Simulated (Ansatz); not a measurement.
Recipe of this trial structure of C: 4-connected net of one element (P1, No. 1). Lengths were set from tabulated atomic sizes, so they are only a guess.

```
C
1.0
     2.61337    0.00000    0.00000
     0.22228    2.66948    0.00000
     0.91507    0.97655    3.29408
C
4
Direct
  0.39181 0.72159 0.59149
  0.43176 0.63130 0.05220
  0.18622 0.27808 0.43559
  0.86151 0.69101 0.25129
```

Method: DFT PBE, scalar-relativistic, plane waves, PAW (Ansatz). Cutoff 420 eV, Gaussian smearing, Γ-centred meshes. Cell and atoms relax first on a coarse mesh and then on a converged one. In between, the cell is made exact in the group found at 0.06 Å. The steps can't lower the symmetry of their start. No spin polarisation.

A guess keeps its type if space group and coordination stay and the shape of the cell changes little (axis ratios within about 15 %, angles within 6°); the volume may change.

Question: Will the relaxed cell still be of the starting type?

Answer: It doesn't keep its type. The symmetry goes from P1 (No. 1) to Imma (No. 74). The volume per atom grows by 15.1 %, from 5.7 to 6.6 Å³. The shortest distance goes from 1.43 Å (C–C) to 1.50 Å (C–C). Counting neighbours within 15 % of an atom's shortest distance, the start has C 4 and the end C 4. In detail, at the end around C lie 4 C at 1.50–1.61 Å.

```cif
data_structure
_symmetry_space_group_name_H-M 'Imma'
_symmetry_Int_Tables_number 74
_cell_length_a 2.5473
_cell_length_b 4.9400
_cell_length_c 4.2037
_cell_angle_alpha 90.000
_cell_angle_beta 90.000
_cell_angle_gamma 90.000
_cell_volume 52.90
loop_
_atom_site_label
_atom_site_type_symbol
_atom_site_symmetry_multiplicity
_atom_site_Wyckoff_symbol
_atom_site_fract_x
_atom_site_fract_y
_atom_site_fract_z
_atom_site_occupancy
C1 C 8 h 0.00000 0.41287 0.85416 1
```

The last run used a 10×10×10 mesh for its 4-atom cell and Gaussian smearing of 0.02 eV. Symmetry constrained the relaxation, so the result can be a saddle point.
